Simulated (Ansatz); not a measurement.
The system is CdS.

```
Cd S
1.0
     0.00000    2.75324    2.75324
     2.75324    0.00000    2.75324
     2.75324    2.75324    0.00000
Cd S
1 1
Direct
  0.00000 0.00000 0.00000
  0.50000 0.50000 0.50000
```

Measurements of this composition are mostly on another form, of space group No. 186.

Base run:

- Program: Ansatz 0.2.0
- Functional: r2SCAN
- Potentials or basis: Ansatz PAW
- Cutoff: 500 eV (not typed: the program's choice for these potentials)
- k mesh: 8 × 8 × 8
- Occupations: fermi-dirac, width 0.05 eV
- Spin: no spin polarisation

Its results: band gap on the k mesh 0.75 eV, indirect (least direct gap 2.18 eV); pressure -2.2 GPa.

Q: The run is repeated on the same cell with these changes: functional from r2SCAN to PBE0; cutoff from 500 eV (not typed: the program's choice for these potentials) to 420 eV (not typed: the program's choice for these potentials); k mesh from 8 × 8 × 8 to 4 × 4 × 4. What comes out?

A: Band gap on the k mesh 1.92 eV, indirect (least direct gap 3.26 eV); pressure -2.0 GPa.

Several settings changed at once, so the effect can't be laid on one alone.

Caveats: some runs use coarse meshes; the PAW data sets come from PBE, with cores solved anew for the run's functional, which leaves a small shift of forces and pressure; the thresholds are loose for stress (some runs).
